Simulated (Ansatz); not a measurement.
Crystal: CdF2.

```xyz
3
Lattice="0.0000 2.6940 2.6940 2.6940 0.0000 2.6940 2.6940 2.6940 0.0000" Properties=species:S:1:pos:R:3 pbc="T T T"
Cd    0.0000    0.0000    0.0000
F     4.0410    4.0410    4.0410
F     1.3470    1.3470    1.3470
```

Base run:

```yaml
Program: Ansatz 0.2.0
Functional: HF
Potentials_or_basis: Ansatz PAW
Cutoff: 420 eV
Density_cutoff: 1680 eV
k_mesh: 5 × 5 × 5
Occupations: fermi-dirac, width 0.05 eV
Spin: no spin polarisation
```

Its results: band gap on the k mesh 15.42 eV, indirect (least direct gap 16.04 eV).

Problem. The run is repeated on the same cell with these changes: functional from HF to B3LYP. What comes out?

Solution. Band gap on the k mesh 5.49 eV, indirect (least direct gap 5.96 eV).

Caveats: the k mesh misses the band edges, so the gap on the mesh is wider than the one along the path.

Not every run made on this cell is shown here.
